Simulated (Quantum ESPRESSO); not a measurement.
# Al (P6_3/mmc) in Quantum ESPRESSO: equation of state

How stiff is Al in PBEsol, and what volume does it want? The cell is scaled to several volumes.

Program: Quantum ESPRESSO 7.5. These are calculated values, not measurements. Logs are shortened: lines on timing, memory, paths and dates and some standing lists are left out, and cuts for length are marked.

## (1) Starting point

It takes space group P6_3/mmc (No. 194, hexagonal). Conventional cell: a = 2.812 Å, b = 2.812 Å, c = 4.867 Å, α = 90.00°, β = 90.00°, γ = 120.00°. Al (site symmetry -6m2) is surrounded by 12 Al at 2.81 to 2.93 Å.

This isn't the form of Al at room conditions, which is fcc.

## (2) Single point, PBEsol, 15.67 Å³/atom

Input file pw.in:

```
&CONTROL
  calculation = 'scf'
  prefix = 'pwscf'
  outdir = './tmp'
  pseudo_dir = './pseudo'
  tprnfor = .true.
  tstress = .true.
  disk_io = 'nowf'
/
&SYSTEM
  ibrav = 0
  nat = 2
  ntyp = 1
  ecutwfc = 45
  ecutrho = 360
  nbnd = 8
  occupations = 'smearing'
  smearing = 'fd'
  degauss = 0.00367493
/
&ELECTRONS
  conv_thr = 4d-10
  electron_maxstep = 120
  mixing_beta = 0.5
/
ATOMIC_SPECIES
Al    26.9815 al_pbesol_v1.uspp.F.UPF
CELL_PARAMETERS angstrom
   2.7550421937    0.0000000000    0.0000000000
  -1.3775210968    2.3859365282    0.0000000000
   0.0000000000    0.0000000000    4.7674986532
ATOMIC_POSITIONS crystal
Al     0.3333333333    0.6666666667    0.2500000000
Al     0.6666666667    0.3333333333    0.7500000000
K_POINTS automatic
11 11 6 0 0 0
```

Potentials or basis: GBRV 1.5 PBEsol.

On the command line:

```sh
$ OMP_NUM_THREADS=1 mpirun -n 2 pw.x -nk 2 -in pw.in > pw.out
```

pw.out:

```text
This program is part of the open-source Quantum ESPRESSO suite
     for quantum simulation of materials; please cite
         "P. Giannozzi et al., J. Phys.:Condens. Matter 21 395502 (2009);
         "P. Giannozzi et al., J. Phys.:Condens. Matter 29 465901 (2017);
         "P. Giannozzi et al., J. Chem. Phys. 152 154105 (2020);
     in publications or presentations arising from this work. More details at

     Message from routine setup:
     using ibrav=0 with symmetry is DISCOURAGED, use correct ibrav instead

     K-points division:     npool     =       2
     Subspace diagonalization in iterative solution of the eigenvalue problem:
     a serial algorithm will be used

     G-vector sticks info
     --------------------
     sticks:   dense  smooth     PW     G-vecs:    dense   smooth      PW
     Sum         673     337    109                24535     8583    1581

     Using Slab Decomposition

     bravais-lattice index     =            0
     lattice parameter (alat)  =       5.2063  a.u.
     unit-cell volume          =     211.4824 (a.u.)^3
     number of atoms/cell      =            2
     number of atomic types    =            1
     number of electrons       =         6.00
     number of Kohn-Sham states=            8
     kinetic-energy cutoff     =      45.0000  Ry
     charge density cutoff     =     360.0000  Ry
     scf convergence threshold =      4.0E-10
     mixing beta               =       0.5000
     number of iterations used =            8  plain     mixing
     Exchange-correlation= SLA  PW   PSX  PSC
                           (   1   4  10   8   0   0   0)

     celldm(1)=   5.206275  celldm(2)=   0.000000  celldm(3)=   0.000000
     celldm(4)=   0.000000  celldm(5)=   0.000000  celldm(6)=   0.000000

     crystal axes: (cart. coord. in units of alat)
               a(1) = (   1.000000   0.000000   0.000000 )
               a(2) = (  -0.500000   0.866025   0.000000 )
               a(3) = (   0.000000   0.000000   1.730463 )

     reciprocal axes: (cart. coord. in units 2 pi/alat)
               b(1) = (  1.000000  0.577350 -0.000000 )
               b(2) = (  0.000000  1.154701  0.000000 )
               b(3) = (  0.000000 -0.000000  0.577880 )

     PseudoPot. # 1 for Al read from file:
     al_pbesol_v1.uspp.F.UPF
     Pseudo is Ultrasoft + core correction, Zval =  3.0
     Generated by new atomic code, or converted to UPF format
     Using radial grid of  893 points,  3 beta functions with:
                l(1) =   0
                l(2) =   1
                l(3) =   2
     Q(r) pseudized with  8 coefficients,  rinner =    0.900   0.900   0.900
                                                       0.900   0.900

     atomic species   valence    mass     pseudopotential
     Al                3.00    26.98150     Al( 1.00)

     24 Sym. Ops., with inversion, found (12 have fractional translation)

   Cartesian axes

     site n.     atom                  positions (alat units)
         1        Al     tau(   1) = (  -0.0000000   0.5773503   0.4326158  )
         2        Al     tau(   2) = (   0.5000000   0.2886751   1.2978473  )

     number of k points=    64  Fermi-Dirac smearing, width (Ry)=  0.0037
                       cart. coord. in units 2pi/alat
        k(    1) = (   0.0000000   0.0000000   0.0000000), wk =   0.0027548
        k(    2) = (   0.0000000   0.0000000   0.0963133), wk =   0.0055096
        k(    3) = (   0.0000000   0.0000000   0.1926267), wk =   0.0055096
        k(    4) = (   0.0000000   0.0000000  -0.2889400), wk =   0.0027548
        k(    5) = (   0.0000000   0.1049728   0.0000000), wk =   0.0165289
        k(    6) = (   0.0000000   0.1049728   0.0963133), wk =   0.0330579
[... 56 lines left out ...]
        k(   63) = (   0.2727273   0.5773503   0.1926267), wk =   0.0330579
        k(   64) = (   0.2727273   0.5773503  -0.2889400), wk =   0.0165289

     Dense  grid:    24535 G-vectors     FFT dimensions: (  32,  32,  60)

     Smooth grid:     8583 G-vectors     FFT dimensions: (  24,  24,  40)

     Initial potential from superposition of free atoms

     starting charge       5.9953, renormalised to       6.0000
     Starting wfcs are    8 randomized atomic wfcs

     Self-consistent Calculation

     iteration #  1     ecut=    45.00 Ry     beta= 0.50
     Davidson diagonalization with overlap
     ethr =  1.00E-02,  avg # of iterations =  4.6

     Threshold (ethr) on eigenvalues was too large:
     Diagonalizing with lowered threshold

     Davidson diagonalization with overlap
     ethr =  1.92E-04,  avg # of iterations =  3.1

     total energy              =     -13.32383985 Ry
     estimated scf accuracy    <       0.01173258 Ry

     iteration #  2     ecut=    45.00 Ry     beta= 0.50
     Davidson diagonalization with overlap
     ethr =  1.96E-04,  avg # of iterations =  1.0

     total energy              =     -13.32297993 Ry
     estimated scf accuracy    <       0.00242281 Ry

     iteration #  3     ecut=    45.00 Ry     beta= 0.50
     Davidson diagonalization with overlap
     ethr =  4.04E-05,  avg # of iterations =  1.2

     total energy              =     -13.32308462 Ry
     estimated scf accuracy    <       0.00000409 Ry

     iteration #  4     ecut=    45.00 Ry     beta= 0.50
     Davidson diagonalization with overlap
     ethr =  6.81E-08,  avg # of iterations =  3.5

     total energy              =     -13.32308897 Ry
     estimated scf accuracy    <       0.00000013 Ry

     iteration #  5     ecut=    45.00 Ry     beta= 0.50
     Davidson diagonalization with overlap
     ethr =  2.22E-09,  avg # of iterations =  2.0

     total energy              =     -13.32308898 Ry
     estimated scf accuracy    <       0.00000004 Ry

     iteration #  6     ecut=    45.00 Ry     beta= 0.50
     Davidson diagonalization with overlap
     ethr =  6.00E-10,  avg # of iterations =  1.0

     End of self-consistent calculation

          k = 0.0000 0.0000 0.0000 (  1099 PWs)   bands (ev):

    -3.1459   3.2198   3.2561  19.8237  20.2621  20.2621  20.3776  20.3776

          k = 0.0000 0.0000 0.0963 (  1093 PWs)   bands (ev):

    -2.9651   1.3142   5.4810  17.1806  20.3927  20.3927  20.5213  20.5213

          k = 0.0000 0.0000 0.1926 (  1105 PWs)   bands (ev):

    -2.4240  -0.2772   8.0276  13.9364  20.7698  20.7698  20.9229  20.9229

          k = 0.0000 0.0000-0.2889 (  1088 PWs)   bands (ev):

    -1.5261  -1.5261  10.8574  10.8574  21.2151  21.2152  21.2152  21.2152

          k = 0.0000 0.1050 0.0000 (  1099 PWs)   bands (ev):

    -2.9312   3.4277   3.4583  17.0318  18.5331  19.4473  20.8058  21.3749

          k = 0.0000 0.1050 0.0963 (  1092 PWs)   bands (ev):

    -2.7507   1.5225   5.6816  16.8829  17.7304  18.6810  19.9964  21.3356

          k = 0.0000 0.1050 0.1926 (  1093 PWs)   bands (ev):

    -2.2103  -0.0665   8.2218  14.0900  17.7639  19.1236  19.3751  20.8624

          k = 0.0000 0.1050-0.2889 (  1088 PWs)   bands (ev):

    -1.3136  -1.3136  11.0405  11.0405  18.4681  18.4681  19.8564  19.8564

          k = 0.0000 0.2099 0.0000 (  1081 PWs)   bands (ev):

    -2.2889   4.0448   4.0644  13.4950  17.1016  17.9204  19.3385  19.3988

          k = 0.0000 0.2099 0.0963 (  1087 PWs)   bands (ev):

    -2.1091   2.1448   6.2777  13.6410  17.2434  17.2522  17.6851  19.5100

          k = 0.0000 0.2099 0.1926 (  1087 PWs)   bands (ev):

    -1.5709   0.5635   8.7929  13.8866  14.9154  16.0788  17.7039  19.5058

          k = 0.0000 0.2099-0.2889 (  1088 PWs)   bands (ev):

    -0.6780  -0.6780  11.5552  11.5552  15.0343  15.0343  18.4560  18.4560

          k = 0.0000 0.3149 0.0000 (  1072 PWs)   bands (ev):

    -1.2247   5.0413   5.0729  10.2117  15.5358  16.0278  16.1226  17.8945

          k = 0.0000 0.3149 0.0963 (  1082 PWs)   bands (ev):

    -1.0461   3.1715   7.2335  10.3898  14.1747  16.1794  17.1550  18.1598

          k = 0.0000 0.3149 0.1926 (  1086 PWs)   bands (ev):

    -0.5118   1.6055   9.5954  10.9630  12.7829  15.6098  16.6342  18.4525

          k = 0.0000 0.3149-0.2889 (  1082 PWs)   bands (ev):

     0.3743   0.3743  11.3228  11.3228  12.9321  12.9321  17.3922  17.3922

          k = 0.0000 0.4199 0.0000 (  1074 PWs)   bands (ev):

     0.2518   6.1007   6.4790   7.5683  12.9763  13.1581  15.3122  17.0141

          k = 0.0000 0.4199 0.0963 (  1072 PWs)   bands (ev):

     0.4282   4.5613   7.2000   8.8291  11.3494  15.0064  15.4641  17.1539

          k = 0.0000 0.4199 0.1926 (  1070 PWs)   bands (ev):

     0.9561   3.0405   7.7547   9.6897  11.3921  15.9200  16.3261  17.2079

          k = 0.0000 0.4199-0.2889 (  1076 PWs)   bands (ev):

     1.8304   1.8304   8.5948   8.5948  13.9742  13.9742  16.6802  16.6802

          k = 0.0000 0.5249 0.0000 (  1070 PWs)   bands (ev):

     2.1232   4.3442   8.2503   8.4181  10.6003  10.6397  14.9545  16.5808

          k = 0.0000 0.5249 0.0963 (  1073 PWs)   bands (ev):

     2.2956   4.4830   6.5703   8.6471  10.6317  12.6578  15.1065  16.7257

          k = 0.0000 0.5249 0.1926 (  1068 PWs)   bands (ev):

     2.8086   4.5651   5.4805   7.2013  12.9671  14.8986  15.5628  16.9903

          k = 0.0000 0.5249-0.2889 (  1078 PWs)   bands (ev):

     3.6404   3.6404   6.0561   6.0561  15.4335  15.4335  16.3236  16.3236

          k = 0.0909 0.1575 0.0000 (  1085 PWs)   bands (ev):

    -2.5027   3.8403   3.8624  15.2552  15.4975  20.2310  20.3846  20.7042

          k = 0.0909 0.1575 0.0963 (  1082 PWs)   bands (ev):

    -2.3227   1.9379   6.0802  15.3450  15.6435  17.8654  19.3868  19.4269

          k = 0.0909 0.1575 0.1926 (  1096 PWs)   bands (ev):

    -1.7837   0.3538   8.6053  14.3126  16.0566  16.1279  18.1200  18.1600

          k = 0.0909 0.1575-0.2889 (  1094 PWs)   bands (ev):
[... 73 lines left out ...]
    -0.4121   3.7810   7.7924  10.7437  11.1252  14.8806  15.0319  18.4508

          k = 0.1818 0.3149 0.1926 (  1075 PWs)   bands (ev):

     0.1197   2.2257  10.0887  11.1801  11.5969  13.4085  13.8161  16.6404

          k = 0.1818 0.3149-0.2889 (  1070 PWs)   bands (ev):

     1.0014   1.0014  11.7215  11.7215  12.0441  12.0441  14.1833  14.1833

          k = 0.1818 0.4199 0.0000 (  1086 PWs)   bands (ev):

     0.8797   6.6550   7.0801   8.0836  10.0112  13.6749  13.9777  16.1541

          k = 0.1818 0.4199 0.0963 (  1077 PWs)   bands (ev):

     1.0552   5.1540   7.7937   9.1898  10.1896  12.2487  14.1384  16.1543

          k = 0.1818 0.4199 0.1926 (  1076 PWs)   bands (ev):

     1.5801   3.6496   8.3330  10.0090  10.6309  12.0326  13.1215  17.5794

          k = 0.1818 0.4199-0.2889 (  1072 PWs)   bands (ev):

     2.4488   2.4488   9.1309   9.1309  11.4184  11.4184  15.0118  15.0118

          k = 0.1818 0.5249 0.0000 (  1077 PWs)   bands (ev):

     2.7416   4.9493   8.6035   8.8453   9.6346  11.1777  11.9068  15.6914

          k = 0.1818 0.5249 0.0963 (  1071 PWs)   bands (ev):

     2.9126   5.0848   7.1237   9.0088   9.7675  11.4936  13.2677  14.3075

          k = 0.1818 0.5249 0.1926 (  1066 PWs)   bands (ev):

     3.4212   5.1546   6.0805   7.7465  10.2490  12.0705  14.0737  16.0007

          k = 0.1818 0.5249-0.2889 (  1074 PWs)   bands (ev):

     4.2439   4.2439   6.6430   6.6430  11.0568  11.0568  16.5430  16.5430

          k = 0.2727 0.4724 0.0000 (  1088 PWs)   bands (ev):

     2.5374   6.7147   6.9946   8.6656   9.1865  12.6708  13.0621  13.7922

          k = 0.2727 0.4724 0.0963 (  1071 PWs)   bands (ev):

     2.7095   6.3767   7.1540   7.7085  10.4497  11.4475  12.1446  15.5396

          k = 0.2727 0.4724 0.1926 (  1070 PWs)   bands (ev):

     3.2228   5.1990   7.6140   7.8588   9.7698  10.0460  13.8139  17.5903

          k = 0.2727 0.4724-0.2889 (  1072 PWs)   bands (ev):

     4.0657   4.0657   8.1635   8.1635   9.1661   9.1661  16.3938  16.3938

          k = 0.2727 0.5774 0.0000 (  1090 PWs)   bands (ev):

     4.5649   4.5697   6.7222  10.2128  10.3108  10.9945  11.8646  13.2265

          k = 0.2727 0.5774 0.0963 (  1080 PWs)   bands (ev):

     4.7250   4.7323   6.8298   8.8579   9.1981  11.0057  13.3354  13.3700

          k = 0.2727 0.5774 0.1926 (  1069 PWs)   bands (ev):

     5.1814   5.2003   6.8827   7.4212   8.2488   9.7053  15.6199  15.6397

          k = 0.2727 0.5774-0.2889 (  1074 PWs)   bands (ev):

     5.6645   5.6645   6.5341   6.5341   8.6426   8.6426  17.7163  17.7163

     the Fermi energy is     8.4185 ev

!    total energy              =     -13.32308899 Ry
     estimated scf accuracy    <          3.4E-10 Ry
     smearing contrib. (-TS)   =      -0.00030383 Ry
     internal energy E=F+TS    =     -13.32278516 Ry

     The total energy is F=E-TS. E is the sum of the following terms:
     one-electron contribution =       6.21159212 Ry
     hartree contribution      =       0.01807142 Ry
     xc contribution           =      -8.56393081 Ry
     ewald contribution        =     -10.98851788 Ry

     convergence has been achieved in   6 iterations

     Forces acting on atoms (cartesian axes, Ry/au):

     atom    1 type  1   force =     0.00000000    0.00000000    0.00000000
     atom    2 type  1   force =     0.00000000    0.00000000    0.00000000

     Total force =     0.000000     Total SCF correction =     0.000000

     Computing stress (Cartesian axis) and pressure

          total   stress  (Ry/bohr**3)                   (kbar)     P=       38.47
   0.00040538  -0.00000000   0.00000000           59.63       -0.00        0.00
  -0.00000000   0.00040538  -0.00000000           -0.00       59.63       -0.00
   0.00000000   0.00000000  -0.00002622            0.00        0.00       -3.86

=------------------------------------------------------------------------------=
   JOB DONE.
=------------------------------------------------------------------------------=
```

Wall time 4.3 s (2 MPI ranks of Arm Neoverse V1, shared host); peak memory 0.12 GiB.

Results:

| Item | Value |
| --- | --- |
| Free energy | -181.2699 eV |
| Pressure | 3.8 GPa |
| Band gap on the k mesh | none (metal or under the smearing width) |

## (3) Single point, PBEsol, 16.00 Å³/atom

pw.in: that of step 2 with these lines changed.

```diff
@@ -28,5 +28,5 @@
 CELL_PARAMETERS angstrom
-   2.7550421937    0.0000000000    0.0000000000
-  -1.3775210968    2.3859365282    0.0000000000
-   0.0000000000    0.0000000000    4.7674986532
+   2.7744445386    0.0000000000    0.0000000000
+  -1.3872222692    2.4027394518    0.0000000000
+   0.0000000000    0.0000000000    4.8010736936
 ATOMIC_POSITIONS crystal
```

Potentials or basis: GBRV 1.5 PBEsol.

On the command line:

```sh
$ OMP_NUM_THREADS=1 mpirun -n 2 pw.x -nk 2 -in pw.in > pw.out
```

Run time: 4.3 s. Hardware: 2 MPI ranks of Arm Neoverse V1, shared host; peak memory 0.12 GiB.

Results (log left out):

| Quantity | Value |
| --- | --- |
| Free energy | -181.2818 eV |
| Pressure | 1.9 GPa |
| Band gap on the k mesh | none (metal or under the smearing width) |

## (4) Single point, PBEsol, 16.34 Å³/atom

pw.in: that of step 3 with these lines changed.

```diff
@@ -28,5 +28,5 @@
 CELL_PARAMETERS angstrom
-   2.7744445386    0.0000000000    0.0000000000
-  -1.3872222692    2.4027394518    0.0000000000
-   0.0000000000    0.0000000000    4.8010736936
+   2.7935792435    0.0000000000    0.0000000000
+  -1.3967896217    2.4193105923    0.0000000000
+   0.0000000000    0.0000000000    4.8341855930
 ATOMIC_POSITIONS crystal
```

On the command line:

```sh
$ OMP_NUM_THREADS=1 mpirun -n 2 pw.x -nk 2 -in pw.in > pw.out
```

It took 4.3 s on 2 MPI ranks of Arm Neoverse V1, shared host; peak memory 0.12 GiB.

It converged, with:

```yaml
Free_energy: -181.2861 eV
Pressure: 0.2 GPa
Band_gap_on_the_k_mesh: none (metal or under the smearing width)
```

## (5) Single point, PBEsol, 16.67 Å³/atom

pw.in: that of step 4 with these lines changed.

```diff
@@ -28,5 +28,5 @@
 CELL_PARAMETERS angstrom
-   2.7935792435    0.0000000000    0.0000000000
-  -1.3967896217    2.4193105923    0.0000000000
-   0.0000000000    0.0000000000    4.8341855930
+   2.8124553515    0.0000000000    0.0000000000
+  -1.4062276757    2.4356577814    0.0000000000
+   0.0000000000    0.0000000000    4.8668500000
 ATOMIC_POSITIONS crystal
```

On the command line:

```sh
$ OMP_NUM_THREADS=1 mpirun -n 2 pw.x -nk 2 -in pw.in > pw.out
```

Wall time 4.8 s (2 MPI ranks of Arm Neoverse V1, shared host); peak memory 0.14 GiB.

The run converged. Its results:

- Free energy: -181.2835 eV
- Pressure: -1.4 GPa
- Band gap on the k mesh: none (metal or under the smearing width)

## (6) Single point, PBEsol, 17.00 Å³/atom

pw.in: that of step 5 with these lines changed.

```diff
@@ -28,5 +28,5 @@
 CELL_PARAMETERS angstrom
-   2.8124553515    0.0000000000    0.0000000000
-  -1.4062276757    2.4356577814    0.0000000000
-   0.0000000000    0.0000000000    4.8668500000
+   2.8310814264    0.0000000000    0.0000000000
+  -1.4155407132    2.4517884355    0.0000000000
+   0.0000000000    0.0000000000    4.8990817340
 ATOMIC_POSITIONS crystal
```

Potentials or basis: GBRV 1.5 PBEsol.

On the command line:

```sh
$ OMP_NUM_THREADS=1 mpirun -n 2 pw.x -nk 2 -in pw.in > pw.out
```

Wall time 4.8 s (2 MPI ranks of Arm Neoverse V1, shared host); peak memory 0.14 GiB.

The run converged. Its results:

| Property | Result |
| --- | --- |
| Free energy | -181.2747 eV |
| Pressure | -2.8 GPa |
| Band gap on the k mesh | none (metal or under the smearing width) |

## (7) Single point, PBEsol, 17.34 Å³/atom

pw.in: that of step 6 with these lines changed.

```diff
@@ -28,5 +28,5 @@
 CELL_PARAMETERS angstrom
-   2.8310814264    0.0000000000    0.0000000000
-  -1.4155407132    2.4517884355    0.0000000000
-   0.0000000000    0.0000000000    4.8990817340
+   2.8494655872    0.0000000000    0.0000000000
+  -1.4247327935    2.4677095857    0.0000000000
+   0.0000000000    0.0000000000    4.9308948445
 ATOMIC_POSITIONS crystal
```

On the command line:

```sh
$ OMP_NUM_THREADS=1 mpirun -n 2 pw.x -nk 2 -in pw.in > pw.out
```

Run time: 4.9 s. Hardware: 2 MPI ranks of Arm Neoverse V1, shared host; peak memory 0.14 GiB.

It converged, with:

```yaml
Free_energy: -181.2605 eV
Pressure: -4.0 GPa
Band_gap_on_the_k_mesh: none (metal or under the smearing width)
```

## (8) Single point, PBEsol, 17.67 Å³/atom

pw.in: that of step 7 with these lines changed.

```diff
@@ -28,5 +28,5 @@
 CELL_PARAMETERS angstrom
-   2.8494655872    0.0000000000    0.0000000000
-  -1.4247327935    2.4677095857    0.0000000000
-   0.0000000000    0.0000000000    4.9308948445
+   2.8676155389    0.0000000000    0.0000000000
+  -1.4338077694    2.4834279049    0.0000000000
+   0.0000000000    0.0000000000    4.9623026648
 ATOMIC_POSITIONS crystal
```

On the command line:

```sh
$ OMP_NUM_THREADS=1 mpirun -n 2 pw.x -nk 2 -in pw.in > pw.out
```

Wall time 5.4 s (2 MPI ranks of Arm Neoverse V1, shared host); peak memory 0.14 GiB.

The run converged. Its results:

| Property | Result |
| --- | --- |
| Free energy | -181.2413 eV |
| Pressure | -5.2 GPa |
| Band gap on the k mesh | none (metal or under the smearing width) |

## (9) Equation of state, PBEsol

Potentials or basis: GBRV 1.5 PBEsol.

No new run: the results of the series are fitted here.

Results:

| Quantity | Value |
| --- | --- |
| Equilibrium volume | 16.37 Å³/atom |
| Bulk modulus at fixed shape and positions | 80 GPa |
| Pressure derivative of the bulk modulus | 4.4 |

Energy against volume, from the lowest point:
```
volume (Å³/atom)  energy (meV/atom)
          15.669               8.10
          16.003               2.14
          16.336               0.00
          16.669               1.29
          17.003               5.66
          17.336              12.78
          17.670              22.35
```

Caveat: the cell was scaled at fixed shape and fractional positions, which overstates the stiffness of a crystal with free parameters, most of all of layers and chains.
